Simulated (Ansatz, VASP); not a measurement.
# Two plane-wave programs on AlN

```xyz
2
Lattice="0.0000 2.1644 2.1644 2.1644 0.0000 2.1644 2.1644 2.1644 0.0000" Properties=species:S:1:pos:R:3 pbc="T T T"
Al    0.0000    0.0000    0.0000
N     3.2466    3.2466    3.2466
```

Alike in both runs: functional LDA; k mesh 10 × 10 × 10; no spin polarisation.

Ansatz relaxed the structure, and its values are those at the end. VASP's run is a single point on that final structure, the one shown.

|  | VASP | Ansatz |
| --- | --- | --- |
| version | VASP 6.6.1 | Ansatz 0.2.0 |
| potentials or method | VASP PAW LDA potentials, release 64 (Al, N) | scalar-relativistic, plane waves, PAW |
| plane-wave cutoff (eV) | 520 | 420 |
| occupations | gaussian, width 0.01 eV | fixed |
| valence electrons in the cell | 8 | 8 |

Ansatz gave:

```
gap on the k mesh at the Fermi level (eV) : 3.26
least direct gap on the mesh (eV)         : 4.47
pressure (GPa)                            : 2.0
```

**Question.** Estimate VASP's values.

**Answer.** gap on the k mesh at the Fermi level (eV): 3.23; least direct gap on the mesh (eV): 4.48; pressure (GPa): 2.7.

A k mesh can miss the band edges. As with any semilocal functional, this LDA gap is likely too small.
